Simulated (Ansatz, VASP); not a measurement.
**Mo: VASP beside Ansatz**

```
CELL_PARAMETERS angstrom
-1.61487 1.61487 1.61487
1.61487 -1.61487 1.61487
1.61487 1.61487 -1.61487
ATOMIC_POSITIONS crystal
Mo 0.00000 0.00000 0.00000
```

Change from the starting cell: volume scaled by 1.06.

Alike in both runs: task single point; functional LDA; k mesh 12 × 12 × 12; occupations fermi-dirac, width 0.05 eV; no spin polarisation.

|  | VASP | Ansatz |
| --- | --- | --- |
| version | VASP 6.6.1 | Ansatz 0.2.0 |
| potentials or method | VASP PAW LDA potentials, release 64 (Mo_sv), cutoff 520 eV | all-electron LAPW, scalar-relativistic |

Ansatz gave:

```
gap on the k mesh at the Fermi level (eV) : none
pressure (GPa)                            : -26.0
```

Which values does VASP return?

gap on the k mesh at the Fermi level (eV): none; pressure (GPa): -25.2.

A gap of «none» marks a metal or a gap that the smearing closes. Ansatz ran all-electron here, so the differences hold the error of VASP's frozen core and of both bases.

Caveats: so large a pressure means that the cell lies far from this level's equilibrium, or that cutoff or potentials fall short (VASP).
